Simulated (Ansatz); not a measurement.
Skutterudite CoSb₃ was calculated with r²SCAN in Ansatz (plane waves, PAW).

Numerical settings: plane-wave cutoff 560 eV, 6×6×6 k mesh, Fermi–Dirac smearing 0.01 eV, no spin polarisation, scalar-relativistic PAW data made under PBE.

Computed at the level's own relaxed cell.

Question: Give the computed equilibrium volume per atom, bulk modulus B0, equilibrium lattice constant a, band gap and pressure derivative B′ of the bulk modulus.

Answer: 
- equilibrium volume per atom = 23.21 Å³/atom
- bulk modulus B0 = 92.0 GPa
- equilibrium lattice constant a = 9.056 Å
- band gap = 0.43 eV
- pressure derivative B′ of the bulk modulus = 4.8

Measured, for comparison: band gap 0.63 eV (temperature not stated, no zero-point or thermal correction; as tabulated in Kim et al. (2020), doi:10.1038/s41597-020-00723-8); equilibrium volume per atom 23.06 Å³/atom, lattice constant a 9.037 Å (room temperature, no zero-point or thermal correction; as tabulated in Alexeev et al. (2016), arXiv:1601.07731); bulk modulus 95 ± 5 GPa (room temperature, no zero-point or thermal correction, our sources range from 85.0 to 95.0; as tabulated in Alexeev et al. (2016), arXiv:1601.07731). Computed (rounded) less measured: equilibrium volume per atom +0.7 %, bulk modulus -3 % (inside the range of the sources held), lattice constant a +0.2 %.

Note: the bulk modulus comes from volumes at which shape and atoms were relaxed.

Spin–orbit coupling is not included; with these elements it can move the gap by several tenths of an eV or more.

Computed values are for the static lattice.

Ansatz is a first-principles code.
